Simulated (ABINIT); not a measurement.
Crystal: MgO.

```xyz
2
Lattice="0.0000 2.0970 2.0970 2.0970 0.0000 2.0970 2.0970 2.0970 0.0000" Properties=species:S:1:pos:R:3 pbc="T T T"
Mg    0.0000    0.0000    0.0000
O     2.0970    2.0970    2.0970
```

The cell is a database's computed one.

Base run:

| Item | Value |
| --- | --- |
| Program | ABINIT 10.8.3 (patched build) |
| Functional | AM05 |
| Potentials or basis | JTH PAW PBE v2.0 |
| Cutoff | 626 eV |
| k mesh | 11 × 11 × 11 |
| Occupations | fermi-dirac, width 0.05 eV |
| Spin | no spin polarisation |

Its results: band gap on the k mesh 4.84 eV, direct; pressure 3.4 GPa.

Question: The run is repeated on the same cell with these changes: functional from AM05 to LDA-PZ; potentials or basis from JTH PAW PBE v2.0 to JTH PAW LDA v2.0. What comes out?

Answer: Band gap on the k mesh 4.77 eV, direct; pressure -3.3 GPa.

Caveats: the PAW data sets were made with another functional, which shifts forces and pressure a little (some runs).
